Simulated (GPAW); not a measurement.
# Al2O3 (Pnnm) in GPAW: settings compared, part 2 of 2

GPAW 26.7.0. The steps go on from the part before.

### Step 3. Band structure, r2SCAN

Contents of run.py:

```python
from ase import Atoms
from ase.dft.bandgap import bandgap
from ase.io import write
from ase.units import GPa
from gpaw import GPAW, PW

atoms = Atoms(['Al', 'Al', 'Al', 'Al', 'O', 'O', 'O', 'O', 'O', 'O'],
              cell=[[4.613777, 0.0, 0.0],
                    [0.0, 9.563279, 0.0],
                    [0.0, 0.0, 3.119862]],
              scaled_positions=[[0.982975, 0.824573, 0.0],
                                [0.017025, 0.175427, 0.0],
                                [0.482975, 0.675427, 0.5],
                                [0.517025, 0.324573, 0.5],
                                [0.5, 0.5, 0.5],
                                [0.123635, 0.75305, 0.5],
                                [0.376365, 0.25305, 0.0],
                                [0.623635, 0.74695, 0.0],
                                [0.0, 0.0, 0.0],
                                [0.876365, 0.24695, 0.5]],
              pbc=True)

calc = GPAW(mode=PW(800),
            xc='MGGA_X_R2SCAN+MGGA_C_R2SCAN',
            kpts={'size': (4, 2, 6), 'gamma': True},
            occupations={'name': 'fermi-dirac', 'width': 0.05},
            nbands=44,
            convergence={'density': 1e-05, 'energy': 1e-05},
            maxiter=150,
            txt='gpaw.txt')
atoms.calc = calc
energy = atoms.get_potential_energy()
forces = atoms.get_forces()
stress = atoms.get_stress()
calc.write('gs.gpw')
write('result.traj', atoms)
print(f'Energy: {energy:.6f} eV')
print('Forces (eV/A):')
print(forces.round(4))
print('Stress (GPa):', (stress / GPa).round(3))
print('Fermi level:', round(calc.get_fermi_level(), 4), 'eV')
print(f'Gap: {bandgap(calc)[0]:.4f} eV, direct: {bandgap(calc, direct=True)[0]:.4f} eV')

path = atoms.cell.bandpath('GXSYGZURTZ,YT,UX,SR', npoints=60, eps=1e-4)
bs_calc = calc.fixed_density(kpts=path, symmetry='off', nbands=69,
                             convergence={'bands': 'CBM+6.0', 'eigenstates': 1e-6}, txt='bands.txt')
bs = bs_calc.band_structure()
bs.write('bs.json')
print(f'Gap on the path: {bandgap(bs_calc)[0]:.4f} eV')
```

Potentials or basis: GPAW PAW data sets (gpaw-data 1.2.1), pw.

On the command line:

```sh
$ OMP_NUM_THREADS=1 python run.py
```

Wall time 24 min (1 thread of Intel Xeon at 2.70GHz, shared host); peak memory 1.1 GiB.

It converged, with:

```
Free energy             : -94.9884 eV
Pressure                : -2.6 GPa
Largest force           : 0.213 eV/Å
Band gap on the k mesh  : 4.17 eV, direct
Band gap along the path : 4.17 eV, direct
```

Forces in eV/Å, atoms in the order of the input:
```
Al  -0.089 -0.124  0.000
Al   0.089  0.124  0.000
Al  -0.090  0.126  0.000
Al   0.090 -0.126  0.000
O    0.000  0.000  0.000
O    0.194 -0.088  0.000
O   -0.195 -0.043  0.000
O    0.195  0.043  0.000
O    0.000  0.000  0.000
O   -0.194  0.088  0.000
```

Stress tensor (GPa, compression positive):
```
-1.17  0.00  0.00
 0.00 -0.55  0.00
 0.00  0.00 -6.19
```

Levels at the corners of the path, in eV from the valence-band top:
| point | band 20 | band 21 | band 22 | band 23 | band 24 | band 25 | band 26 | band 27 | band 28 | band 29 |
| --- | --- | --- | --- | --- | --- | --- | --- | --- | --- | --- |
| Γ | -1.33 | -1.06 | -0.53 | -0.06 | 0.00 | 4.17 | 5.88 | 6.76 | 7.77 | 7.82 |
| X | -2.36 | -1.08 | -1.08 | -0.72 | -0.72 | 8.52 | 8.52 | 8.66 | 8.66 | 9.16 |
| S | -2.02 | -1.22 | -1.22 | -0.57 | -0.57 | 7.61 | 7.61 | 8.88 | 8.88 | 9.20 |
| Y | -2.30 | -0.89 | -0.89 | -0.02 | -0.02 | 6.71 | 6.71 | 7.32 | 7.32 | 8.63 |
| Γ | -1.33 | -1.06 | -0.53 | -0.06 | 0.00 | 4.17 | 5.88 | 6.76 | 7.77 | 7.82 |
| Z | -1.54 | -0.74 | -0.74 | -0.03 | -0.03 | 4.86 | 4.86 | 7.34 | 7.34 | 8.55 |
| U | -2.46 | -1.15 | -1.15 | -0.62 | -0.62 | 8.44 | 8.44 | 8.70 | 8.70 | 9.18 |
| R | -2.01 | -1.05 | -1.05 | -0.73 | -0.73 | 7.79 | 7.79 | 8.98 | 8.98 | 9.10 |
| T | -2.58 | -0.82 | -0.82 | -0.02 | -0.02 | 6.79 | 6.80 | 7.11 | 7.11 | 9.00 |
| Z | -1.54 | -0.74 | -0.74 | -0.03 | -0.03 | 4.86 | 4.86 | 7.34 | 7.34 | 8.55 |
| Y | -2.30 | -0.89 | -0.89 | -0.02 | -0.02 | 6.71 | 6.71 | 7.32 | 7.32 | 8.63 |
| T | -2.58 | -0.82 | -0.82 | -0.02 | -0.02 | 6.79 | 6.80 | 7.11 | 7.11 | 9.00 |
| U | -2.46 | -1.15 | -1.15 | -0.62 | -0.62 | 8.44 | 8.44 | 8.70 | 8.70 | 9.18 |
| X | -2.36 | -1.08 | -1.08 | -0.72 | -0.72 | 8.52 | 8.52 | 8.66 | 8.66 | 9.16 |
| S | -2.02 | -1.22 | -1.22 | -0.57 | -0.57 | 7.61 | 7.61 | 8.88 | 8.88 | 9.20 |
| R | -2.01 | -1.05 | -1.05 | -0.73 | -0.73 | 7.79 | 7.79 | 8.98 | 8.98 | 9.10 |

Caveat: the PAW data sets were made with another functional, which shifts forces and pressure a little. r2SCAN opens gaps a little over a GGA but as a rule still falls short of measured ones.

### Step 4. Band structure, PBEsol

Contents of run.py:

```python
from ase.dft.bandgap import bandgap
from ase.io import read, write
from ase.units import Bohr, GPa
from gpaw import GPAW, PW, setup_paths
from gpaw.elf import elf_from_dft_calculation

setup_paths.insert(0, '.')

atoms = read('Al2O3.xyz')

calc = GPAW(mode=PW(800),
            xc='PBEsol',
            kpts={'size': (5, 3, 7), 'gamma': True},
            occupations={'name': 'fermi-dirac', 'width': 0.05},
            nbands=44,
            convergence={'density': 1e-05, 'energy': 1e-05},
            maxiter=150,
            txt='gpaw.txt')
atoms.calc = calc
energy = atoms.get_potential_energy()
forces = atoms.get_forces()
stress = atoms.get_stress()
calc.write('gs.gpw')
write('result.traj', atoms)
print(f'Energy: {energy:.6f} eV')
print('Forces (eV/A):')
print(forces.round(4))
print('Stress (GPa):', (stress / GPa).round(3))
print('Fermi level:', round(calc.get_fermi_level(), 4), 'eV')
print(f'Gap: {bandgap(calc)[0]:.4f} eV, direct: {bandgap(calc, direct=True)[0]:.4f} eV')

# fields on the real-space grid
write('density.cube', atoms, data=calc.get_pseudo_density() * Bohr**3)
write('potential.cube', atoms, data=calc.get_electrostatic_potential())
write('elf.cube', atoms, data=elf_from_dft_calculation(calc).data)

path = atoms.cell.bandpath('GXSYGZURTZ,YT,UX,SR', npoints=60, eps=1e-4)
bs_calc = calc.fixed_density(kpts=path, symmetry='off', nbands=69,
                             convergence={'bands': 'CBM+6.0', 'eigenstates': 1e-6}, txt='bands.txt')
bs = bs_calc.band_structure()
bs.write('bs.json')
print(f'Gap on the path: {bandgap(bs_calc)[0]:.4f} eV')
```

Contents of Al2O3.xyz:

```xyz
10
Lattice="4.6137770000 0.0000000000 0.0000000000 0.0000000000 9.5632790000 0.0000000000 0.0000000000 0.0000000000 3.1198620000" Properties=species:S:1:pos:R:3 pbc="T T T"
Al     4.5352274466      7.8856216549      0.0000000000
Al     0.0785495534      1.6776573451      0.0000000000
Al     2.2283389466      6.4592968451      1.5599310000
Al     2.3854380534      3.1039821549      1.5599310000
O      2.3068885000      4.7816395000      1.5599310000
O      0.5704243194      7.2016272510      1.5599310000
O      1.7364641806      2.4199877510      0.0000000000
O      2.8773128194      7.1432912490      0.0000000000
O      0.0000000000      0.0000000000      0.0000000000
O      4.0433526806      2.3616517490      1.5599310000
```

Potentials or basis: PAW data sets generated in the run's folder for this functional, pw.

On the command line:

```sh
$ gpaw-setup -f PBEsol Al O
$ OMP_NUM_THREADS=1 python run.py
```

Run time: 8.1 min. Hardware: 1 thread of Arm Neoverse V1, shared host; peak memory 1.1 GiB.

It converged, with:

* Free energy: -77.5188 eV
* Pressure: -0.8 GPa
* Largest force: 0.175 eV/Å
* Band gap on the k mesh: 3.46 eV, direct
* Band gap along the path: 3.46 eV, direct

Forces on the atoms (eV/Å):
```
Al  -0.031 -0.154  0.000
Al   0.031  0.154  0.000
Al  -0.031  0.154  0.000
Al   0.031 -0.154  0.000
O    0.000  0.000  0.000
O    0.129 -0.118  0.000
O   -0.129 -0.117  0.000
O    0.129  0.117  0.000
O    0.000  0.000  0.000
O   -0.129  0.118  0.000
```

Stress tensor (GPa, compression positive):
```
 0.05  0.00  0.00
 0.00  1.77  0.00
 0.00  0.00 -4.19
```

Levels at the corners of the path, in eV from the valence-band top:
```csv
point,band 22,band 23,band 24,band 25,band 26,band 27
Γ,-0.51,-0.06,0.00,3.46,5.00,6.05
X,-1.07,-0.72,-0.72,7.59,7.59,7.95
S,-1.22,-0.55,-0.55,6.80,6.80,7.97
Y,-0.88,-0.02,-0.02,5.94,5.94,6.44
Γ,-0.51,-0.06,0.00,3.46,5.00,6.05
Z,-0.72,-0.03,-0.03,4.12,4.12,6.42
U,-1.15,-0.61,-0.61,7.51,7.51,7.99
R,-1.04,-0.72,-0.72,7.01,7.01,7.95
T,-0.80,-0.02,-0.02,5.91,5.91,6.42
Z,-0.72,-0.03,-0.03,4.12,4.12,6.42
Y,-0.88,-0.02,-0.02,5.94,5.94,6.44
T,-0.80,-0.02,-0.02,5.91,5.91,6.42
U,-1.15,-0.61,-0.61,7.51,7.51,7.99
X,-1.07,-0.72,-0.72,7.59,7.59,7.95
S,-1.22,-0.55,-0.55,6.80,6.80,7.97
R,-1.04,-0.72,-0.72,7.01,7.01,7.95
```

PBEsol gaps usually lie below the measured ones, often by a third to a half.

### Step 5. Band structure, RPBE

Changes to run.py since step 4:

```diff
@@ -3,6 +3,4 @@
 from ase.units import Bohr, GPa
-from gpaw import GPAW, PW, setup_paths
+from gpaw import GPAW, PW
 from gpaw.elf import elf_from_dft_calculation
-
-setup_paths.insert(0, '.')
 
@@ -11,3 +9,3 @@
 calc = GPAW(mode=PW(800),
-            xc='PBEsol',
+            xc='RPBE',
             kpts={'size': (5, 3, 7), 'gamma': True},
```

Al2O3.xyz is that of step 4.

Potentials or basis: the program's PAW data sets (release 1.2.1) made for this functional, pw.

On the command line:

```sh
$ OMP_NUM_THREADS=1 python run.py
```

It took 8.2 min on 1 thread of Arm Neoverse V1, shared host; peak memory 1.1 GiB.

It converged, with:

```
Free energy             : -71.2428 eV
Pressure                : 4.8 GPa
Largest force           : 0.242 eV/Å
Band gap on the k mesh  : 3.71 eV, direct
Band gap along the path : 3.71 eV, direct
```

Forces in eV/Å, atoms in the order of the input:
```
Al  -0.019 -0.186  0.000
Al   0.019  0.186  0.000
Al  -0.019  0.186  0.000
Al   0.019 -0.186  0.000
O    0.000  0.000  0.000
O    0.105 -0.219  0.000
O   -0.105 -0.215  0.000
O    0.105  0.215  0.000
O    0.000  0.000  0.000
O   -0.105  0.219  0.000
```

Stress tensor (GPa, compression positive):
```
5.14 0.00 0.00
0.00 7.53 0.00
0.00 0.00 1.85
```

Levels at the corners of the path, in eV from the valence-band top:
```tsv
point	band 21	band 22	band 23	band 24	band 25	band 26	band 27	band 28
Γ	-1.03	-0.52	-0.06	0.00	3.71	5.22	6.37	7.08
X	-1.05	-1.05	-0.71	-0.71	7.90	7.90	8.25	8.25
S	-1.19	-1.19	-0.55	-0.55	7.14	7.14	8.27	8.27
Y	-0.87	-0.87	-0.02	-0.02	6.18	6.18	6.71	6.71
Γ	-1.03	-0.52	-0.06	0.00	3.71	5.22	6.37	7.08
Z	-0.72	-0.72	-0.03	-0.03	4.36	4.36	6.72	6.72
U	-1.12	-1.12	-0.60	-0.60	7.81	7.81	8.30	8.30
R	-1.02	-1.02	-0.72	-0.72	7.34	7.35	8.23	8.23
T	-0.80	-0.80	-0.02	-0.02	6.16	6.16	6.68	6.68
Z	-0.72	-0.72	-0.03	-0.03	4.36	4.36	6.72	6.72
Y	-0.87	-0.87	-0.02	-0.02	6.18	6.18	6.71	6.71
T	-0.80	-0.80	-0.02	-0.02	6.16	6.16	6.68	6.68
U	-1.12	-1.12	-0.60	-0.60	7.81	7.81	8.30	8.30
X	-1.05	-1.05	-0.71	-0.71	7.90	7.90	8.25	8.25
S	-1.19	-1.19	-0.55	-0.55	7.14	7.14	8.27	8.27
R	-1.02	-1.02	-0.72	-0.72	7.34	7.35	8.23	8.23
```

### Step 6. The runs side by side

```csv
level,potentials or basis,k mesh,gap on the mesh (eV),pressure (GPa),largest force (eV/Å)
PBEsol,"PAW data sets generated in the run's folder for this functional, pw",4 × 2 × 6,3.46,-0.8,0.18
r2SCAN,"GPAW PAW data sets (gpaw-data 1.2.1), pw",4 × 2 × 6,4.17,-2.6,0.21
PBEsol,"PAW data sets generated in the run's folder for this functional, pw",5 × 3 × 7,3.46,-0.8,0.18
RPBE,"the program's PAW data sets (release 1.2.1) made for this functional, pw",5 × 3 × 7,3.71,4.8,0.24
```

Alike in all rows: task band structure; no spin polarisation; cell as given; cutoff (eV) 800; smearing fermi-dirac 0.05 eV.

Caveats: the PAW data sets were made with another functional, which shifts forces and pressure a little (some runs).

Total energies depend on the potentials used, so only differences within one code and one set of settings carry meaning.
